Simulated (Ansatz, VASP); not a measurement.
One calculation of SiC (Moissanite), two programs

File INCAR:

```
SYSTEM = SiC
PREC = Accurate
ENCUT = 520
EDIFF = 1E-7
ISMEAR = 0
SIGMA = 0.05
LREAL = .FALSE.
LASPH = .TRUE.
NELM = 60
ALGO = Fast
ISIF = 2
LWAVE = .FALSE.
LCHARG = .TRUE.
LELF = .TRUE.
LVHAR = .TRUE.
NBANDS = 16
```

KPOINTS

```
Automatic mesh
0
G
  10 10 5
  0 0 0
```

File POSCAR:

```
SiC
1.0
    3.0760000000      0.0000000000      0.0000000000
   -1.5380000000      2.6638941420      0.0000000000
    0.0000000000      0.0000000000      5.0480000000
Si C
2 2
Cartesian
    1.5380000002      0.8879647139      2.5240000000
   -0.0000000002      1.7759294281      0.0000000000
    1.5380000002      0.8879647139      4.4674800000
   -0.0000000002      1.7759294281      1.9434800000
```

File input.yaml:

```yaml
crystal:
  lattice:
    - [3.076, 0.0, 0.0]
    - [-1.538, 2.663894142, 0.0]
    - [0.0, 0.0, 5.048]
  atoms:
    - { symbol: Si, position: [0.6666666667, 0.3333333333, 0.5] }
    - { symbol: Si, position: [0.3333333333, 0.6666666667, 0.0] }
    - { symbol: C, position: [0.6666666667, 0.3333333333, 0.885] }
    - { symbol: C, position: [0.3333333333, 0.6666666667, 0.385] }
hamiltonian:
  xc: lda
  pseudopotentials: { kind: paw }
kpoints:
  mp_grid: { grid: [10, 10, 5] }
scf:
  occupations: { method: gaussian, width: 0.05 }
output:
  forces: true
  stress: true
  eigenvalues: true
```

Alike in both runs: task single point; functional LDA; k mesh 10 × 10 × 5; occupations gaussian, width 0.05 eV; no spin polarisation.

|  | VASP | Ansatz |
| --- | --- | --- |
| version | VASP 6.6.1 | Ansatz 0.2.0 |
| potentials or method | VASP PAW LDA potentials, release 64 (Si, C) | Ansatz PAW |
| plane-wave cutoff (eV) | 520 | 420 |
| valence electrons in the cell | 16 | 16 |

|  | VASP | Ansatz | Ansatz less VASP |
| --- | --- | --- | --- |
| gap on the k mesh at the Fermi level (eV) | 2.36 | 2.37 | +0.013 |
| least direct gap on the mesh (eV) | 3.98 | 3.98 | +0.009 |
| pressure (GPa) | -3.6 | -4.0 | -0.40 |
| largest component of the traceless stress (GPa) | 2.84 | 2.82 | -0.017 |
| rms of the force components (eV/Å) | 0.424 | 0.423 | -0.0010 |

Atom by atom the forces differ by 0.001 eV/Å (rms over components).

Caveats: an odd mesh through Γ misses points on the zone boundary, where band edges often lie (VASP); odd divisions of the mesh miss points on the zone boundary, where band edges often lie, so the gap on the mesh can be too wide (Ansatz); the pressure holds a Pulay correction of +0.4 GPa for the finite cutoff (Ansatz); the PAW data sets come from PBE, with cores solved anew for the run's functional, which leaves a small shift of forces and pressure (Ansatz). As with any semilocal functional, this LDA gap is likely too small.
